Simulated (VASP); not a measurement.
# BeS in VASP: one cell, several levels of theory

Aim: gap, levels, forces and stress of rocksalt BeS, under +0.5 % equal strain in all directions at fixed geometry. Runs: PBE, r2SCAN. The results are then set beside those of Ansatz 0.2.0 for the same cell. This is a trial cell built on a prototype, not taken from a measured structure, and it needn't be the compound's ground state.

The runs shown are made with VASP 6.6.1. PAW datasets, plane waves. All values are calculated for a non-magnetic cell, which may be hypothetical.

## 1. The system as given

The cell comes from an earlier relaxation with r2SCAN in another program.

It is cubic, Fm-3m (No. 225); conventional cell a = 4.658 Å, 12.63 Å³ an atom. Be has 6 S at 2.33 Å; S has 6 Be at 2.33 Å.

The structure in full:

```cif
data_structure
_symmetry_space_group_name_H-M 'P 1'
_symmetry_Int_Tables_number 1
_cell_length_a 3.2935
_cell_length_b 3.2935
_cell_length_c 3.2935
_cell_angle_alpha 60.000
_cell_angle_beta 60.000
_cell_angle_gamma 60.000
_cell_volume 25.26
loop_
_atom_site_label
_atom_site_type_symbol
_atom_site_fract_x
_atom_site_fract_y
_atom_site_fract_z
_atom_site_occupancy
Be1 Be 0.00000 0.00000 0.00000 1
S1 S 0.50000 0.50000 0.50000 1
```

## 2. PBE at this geometry

Contents of INCAR:

```
ENCUT = 520.000000
SIGMA = 0.020000
EDIFF = 1.00e-07
GGA = PE
PREC = Accurate
IBRION = -1
ISIF = 2
ISMEAR = -1
NBANDS = 11
NELM = 120
NSW = 0
LASPH = .TRUE.
LCHARG = .TRUE.
LELF = .TRUE.
LWAVE = .FALSE.
LREAL = .FALSE.
```

Contents of KPOINTS:

```
KPOINTS created by Atomic Simulation Environment
0
Gamma
10 10 10
0 0 0
```

Contents of KPOINTS_OPT:

```
special points
8
Reciprocal
0.0000000000 0.0000000000 0.0000000000 1
0.5000000000 0.0000000000 0.5000000000 1
0.6250000000 0.2500000000 0.6250000000 1
0.3750000000 0.3750000000 0.7500000000 1
0.5000000000 0.5000000000 0.5000000000 1
0.5000000000 0.2500000000 0.7500000000 1
0.0000000000 0.1484380000 -0.1510420000 1
0.0000000000 0.5000000000 0.5000000000 1
```

Contents of POSCAR:

```
Be S
 1.0000000000000000
     0.0000000000000000    2.3288836828999999    2.3288836828999999
     2.3288836828999999    0.0000000000000000    2.3288836828999999
     2.3288836828999999    2.3288836828999999    0.0000000000000000
 Be  S
   1   1
Cartesian
  0.0000000000000000  0.0000000000000000  0.0000000000000000
  2.3288836828999999  2.3288836828999999  2.3288836828999999
```

The run uses the recommended PBE PAW datasets (8 valence electrons a neutral cell).

On the command line:

```console
> mpirun -np 1 vasp_std
```

Printed to the terminal (iteration lines stand in OSZICAR):

```text
POSCAR found type information on POSCAR BeS
 POSCAR found :  2 types and       2 ions
 LDA part: xc-table for (Slater+PW92), standard interpolation
 POSCAR, INCAR and KPOINTS ok, starting setup
 FFT: planning ... GRIDC
 FFT: planning ... GRID_SOFT
 FFT: planning ... GRID
 WAVECAR not read
 entering main loop
 Start KPOINTS_OPT (optional k-point list driver)
k-point batch [1-8\8]
```

OSZICAR:

```text
N       E                     dE             d eps       ncg     rms          rms(c)
DAV:   1     0.194827487882E+02    0.19483E+02   -0.40043E+03  1034   0.639E+02
DAV:   2    -0.784300319143E+01   -0.27326E+02   -0.25855E+02  1356   0.113E+02
DAV:   3    -0.896511530578E+01   -0.11221E+01   -0.11187E+01  1323   0.225E+01
DAV:   4    -0.897084287187E+01   -0.57276E-02   -0.57261E-02  1286   0.190E+00
DAV:   5    -0.897087973293E+01   -0.36861E-04   -0.36860E-04  1340   0.149E-01    0.622E+00
DAV:   6    -0.889196685839E+01    0.78913E-01   -0.19715E-01  1214   0.183E+00    0.418E+00
DAV:   7    -0.889110603247E+01    0.86083E-03   -0.65005E-02  1354   0.122E+00    0.165E+00
DAV:   8    -0.889180601667E+01   -0.69998E-03   -0.60015E-03  1174   0.372E-01    0.310E-01
DAV:   9    -0.889178606318E+01    0.19953E-04   -0.16102E-04  1205   0.802E-02    0.533E-02
DAV:  10    -0.889180061450E+01   -0.14551E-04   -0.21028E-05  1180   0.274E-02    0.691E-03
DAV:  11    -0.889180134991E+01   -0.73541E-06   -0.38903E-06  1250   0.105E-02    0.352E-03
DAV:  12    -0.889180131589E+01    0.34023E-07   -0.14111E-07  1091   0.252E-03
   1 F= -.88918013E+01 E0= -.88918013E+01  d E =-.254256E-12
       N       E                     dE             ncg
DAV:   1     0.629987420122E+03   -0.20520E+04      176
DAV:   2     0.405860643641E+03   -0.22413E+03      260
DAV:   3     0.397104458508E+03   -0.87562E+01      218
DAV:   4     0.397038784034E+03   -0.65674E-01      235
DAV:   5     0.397038387947E+03   -0.39609E-03      225
DAV:   6     0.397038385826E+03   -0.21217E-05      240
DAV:   7     0.397038385819E+03   -0.70728E-08      223
```

The lines after F= are the extra pass for the points of KPOINTS_OPT, at fixed density; their E is not a total energy.

Parts of OUTCAR:

```text
k-points           NKPTS =     47   k-points in BZ     NKDIM =     47   number of bands    NBANDS=     11

   NELECT =       8.0000    total number of electrons

   dimension x,y,z NGX =    24 NGY =   24 NGZ =   24
   dimension x,y,z NGXF=    48 NGYF=   48 NGZF=   48

  energy-cutoff  :      520.00
  volume of cell :       25.26
      direct lattice vectors                 reciprocal lattice vectors
     0.000000000  2.328883683  2.328883683    -0.214695136  0.214695136  0.214695136
     2.328883683  0.000000000  2.328883683     0.214695136 -0.214695136  0.214695136
     2.328883683  2.328883683  0.000000000     0.214695136  0.214695136 -0.214695136

 k-points in reciprocal lattice and weights: KPOINTS created by Atomic Simulation Env
   0.00000000  0.00000000  0.00000000       0.001
   0.10000000  0.00000000  0.00000000       0.008
   0.20000000  0.00000000  0.00000000       0.008
   0.30000000  0.00000000  0.00000000       0.008
   0.40000000  0.00000000  0.00000000       0.008
   0.50000000  0.00000000  0.00000000       0.004
   0.10000000  0.10000000  0.00000000       0.006
   0.20000000  0.10000000  0.00000000       0.024
[... 39 more k-points ...]

 E-fermi :   6.8714

 k-point     1 :       0.0000    0.0000    0.0000
  band No.  band energies     occupation
      1      -8.5477      2.00000
      2       6.1168      2.00000
      3       6.1168      2.00000
      4       6.1168      2.00000
      5      11.5264      0.00000
      6      15.2612      0.00000
      7      15.2612      0.00000
      8      15.2612      0.00000
      9      15.9173      0.00000
     10      15.9173      0.00000
     11      15.9173      0.00000

 k-point     2 :       0.1000    0.0000    0.0000
  band No.  band energies     occupation
      1      -8.4026      2.00000
      2       5.2044      2.00000
      3       6.0761      2.00000
      4       6.0761      2.00000
      5      11.9440      0.00000
      6      14.5415      0.00000
      7      14.5415      0.00000
      8      14.7845      0.00000
      9      15.7860      0.00000
     10      15.7860      0.00000
     11      16.3935      0.00000

 k-point     3 :       0.2000    0.0000    0.0000
  band No.  band energies     occupation
      1      -7.9830      2.00000
      2       3.3533      2.00000
      3       5.9908      2.00000
      4       5.9908      2.00000
      5      11.8187      0.00000
      6      12.8965      0.00000
      7      12.8965      0.00000
      8      15.3520      0.00000
      9      16.8518      0.00000
     10      16.8518      0.00000
     11      16.8874      0.00000

 k-point     4 :       0.3000    0.0000    0.0000
  band No.  band energies     occupation
      1      -7.3499      2.00000
      2       1.4432      2.00000
      3       5.9270      2.00000
      4       5.9270      2.00000
      5      11.1677      0.00000
      6      11.5564      0.00000
      7      11.5564      0.00000
      8      16.1747      0.00000
      9      18.0594      0.00000
     10      18.5185      0.00000
     11      18.5185      0.00000

 k-point     5 :       0.4000    0.0000    0.0000
  band No.  band energies     occupation
      1      -6.6738      2.00000
      2      -0.0675      2.00000
      3       5.9107      2.00000
      4       5.9107      2.00000
      5      10.6832      0.00000
      6      10.6833      0.00000
      7      10.6833      0.00000
      8      16.4057      0.00000
      9      20.0824      0.00000
     10      20.5316      0.00000
     11      20.5316      0.00000

 k-point     6 :       0.5000    0.0000    0.0000
  band No.  band energies     occupation
      1      -6.3434      2.00000
      2      -0.6854      2.00000
      3       5.9139      2.00000
      4       5.9139      2.00000
      5      10.3769      0.00000
      6      10.3769      0.00000
      7      10.5137      0.00000
      8      16.4546      0.00000
      9      21.8660      0.00000
     10      21.8660      0.00000
     11      22.0567      0.00000

 k-point     7 :       0.1000    0.1000    0.0000
  band No.  band energies     occupation
      1      -8.3537      2.00000
      2       5.5098      2.00000
      3       5.7278      2.00000
      4       5.7278      2.00000
      5      12.3100      0.00000
      6      13.3730      0.00000
      7      14.4175      0.00000
      8      15.2655      0.00000
      9      15.2655      0.00000
     10      16.9802      0.00000
     11      16.9802      0.00000

 k-point     8 :       0.2000    0.1000    0.0000
  band No.  band energies     occupation
      1      -8.0235      2.00000
      2       3.9933      2.00000
      3       5.4121      2.00000
      4       5.7994      2.00000
      5      11.8682      0.00000
      6      12.7290      0.00000
      7      14.1836      0.00000
      8      14.5517      0.00000
      9      15.7996      0.00000
     10      17.7332      0.00000
     11      17.9011      0.00000

 k-point     9 :       0.3000    0.1000    0.0000
  band No.  band energies     occupation
      1      -7.4546      2.00000
      2       2.1137      2.00000
      3       5.2367      2.00000
      4       5.6778      2.00000
      5      10.7778      0.00000
      6      12.1781      0.00000
      7      13.1605      0.00000
      8      15.3345      0.00000
      9      16.5105      0.00000
     10      19.2076      0.00000
     11      19.2595      0.00000

 k-point    10 :       0.4000    0.1000    0.0000
  band No.  band energies     occupation
      1      -6.7699      2.00000
      2       0.4650      2.00000
      3       5.2570      2.00000
      4       5.3651      2.00000
      5      10.1832      0.00000
      6      11.7069      0.00000
      7      11.9537      0.00000
      8      16.7344      0.00000
      9      17.2484      0.00000
     10      21.1237      0.00000
     11      21.1335      0.00000

 k-point    11 :       0.5000    0.1000    0.0000
  band No.  band energies     occupation
      1      -6.2780      2.00000
      2      -0.4873      2.00000
      3       5.0057      2.00000
      4       5.4736      2.00000
      5      10.0764      0.00000
      6      11.1073      0.00000
      7      11.5598      0.00000
      8      16.9003      0.00000
      9      19.3188      0.00000
     10      21.9938      0.00000
     11      22.5516      0.00000

[... the tables of k-points 12 to 47 left out ...]

  Total       -0.3129959     -0.3129959     -0.3129959      0.0000000      0.0000000      0.0000000
  in kB      -19.8507028    -19.8507028    -19.8507028      0.0000000      0.0000000      0.0000000
  external PRESSURE =     -19.8507028 kB  Pullay stress =       0.0000000 kB

 POSITION                                       TOTAL-FORCE (eV/Angst)
 -----------------------------------------------------------------------------------
      0.00000      0.00000      0.00000         0.000000      0.000000      0.000000
      2.32888      2.32888      2.32888         0.000000     -0.000000      0.000000
 -----------------------------------------------------------------------------------
    total drift:                               -0.000000     -0.000000      0.000000

  FREE ENERGIE OF THE ION-ELECTRON SYSTEM (eV)
  ---------------------------------------------------
  free  energy   TOTEN  =        -8.8918013159 eV

  energy  without entropy=       -8.8918013159  energy(sigma->0) =       -8.89180132
```

Hardware: 1 MPI rank of Intel Xeon Platinum 8488C, shared host.

The levels at the points of KPOINTS_OPT are read from vasprun.xml.

Band energies at the special points (eV, zero at the top of v, the last band that the electrons fill by count):

| point | v−1 | v | c | c+1 |
| --- | --- | --- | --- | --- |
| Γ | -0.30 | -0.30 | 5.11 | 8.84 |
| X | -3.12 | -3.12 | 0.96 | 4.40 |
| U | -5.07 | -2.44 | 2.24 | 7.51 |
| K | -5.07 | -2.44 | 2.24 | 7.51 |
| L | -0.51 | -0.51 | 3.96 | 3.96 |
| W | -5.32 | -3.89 | 4.85 | 5.50 |

Gap with PBE: 0.96 eV, valence top at (0.00, 0.15, -0.15), conduction bottom at X. Least direct gap: 4.08 eV. Pressure: -1.99 GPa; the forces vanish within 0.01 eV/Å.

Axes a, b and c in the maps are those of this run's conventional cell (a, b, c = 4.658, 4.658, 4.658 Å).

Density in a lattice plane of the grid's cell (edges 4.66 and 4.66 Å, at 0.000 of the third edge), which holds Be and S.

Ten even steps from '0' (-0.30 e/Å³) to '9' (1.14 e/Å³):
```
223334468985458986443332
333333457899999875433333
333333345689998654333333
433333334556765543333333
544333333344544333333344
765543333333433333334556
998654333333333333345689
999875433333333333457899
458986443332223334468985
027986543322222334568972
458986443332223334468985
999875433333333333457899
998654333333333333345689
765543333333433333334556
544333333344544333333344
433333334556765543333333
333333345689998654333333
333333457899999875433333
223334468985458986443332
222334568972027986543322
```
Columns run along the first of these edges and rows up along the second, over one cell in 24 and 20 even steps from the bottom left corner. Atoms in the plane (fractional): Be at (0.00, 0.00), Be at (0.50, 0.50), S at (0.00, 0.50), S at (0.50, 0.00).

ELF in the same plane.

Values, 12 rows by 12 columns:
```
0.07 0.13 0.40 0.72 0.85 0.77 0.62 0.77 0.85 0.72 0.40 0.13
0.55 0.40 0.23 0.36 0.71 0.85 0.87 0.85 0.71 0.36 0.23 0.40
0.83 0.72 0.36 0.16 0.36 0.72 0.83 0.72 0.36 0.16 0.36 0.72
0.87 0.85 0.71 0.36 0.23 0.40 0.55 0.40 0.23 0.36 0.71 0.85
0.62 0.77 0.85 0.72 0.40 0.13 0.07 0.13 0.40 0.72 0.85 0.77
0.19 0.62 0.87 0.83 0.55 0.07 0.00 0.07 0.55 0.83 0.87 0.62
0.62 0.77 0.85 0.72 0.40 0.13 0.07 0.13 0.40 0.72 0.85 0.77
0.87 0.85 0.71 0.36 0.23 0.40 0.55 0.40 0.23 0.36 0.71 0.85
0.83 0.72 0.36 0.16 0.36 0.72 0.83 0.72 0.36 0.16 0.36 0.72
0.55 0.40 0.23 0.36 0.71 0.85 0.87 0.85 0.71 0.36 0.23 0.40
0.07 0.13 0.40 0.72 0.85 0.77 0.62 0.77 0.85 0.72 0.40 0.13
0.00 0.07 0.55 0.83 0.87 0.62 0.19 0.62 0.87 0.83 0.55 0.07
```
Columns run along the first of these edges and rows up along the second, over one cell in 12 and 12 even steps from the bottom left corner. Atoms in the plane (fractional): Be at (0.00, 0.00), Be at (0.50, 0.50), S at (0.00, 0.50), S at (0.50, 0.00).

Both are smooth fields of the valence electrons: close to the nuclei they are not physical.

The highest ELF values outside the cores: 0.88 in the shell around S, 0.9 Å from S.

(Part 1 of 2 ends here.)
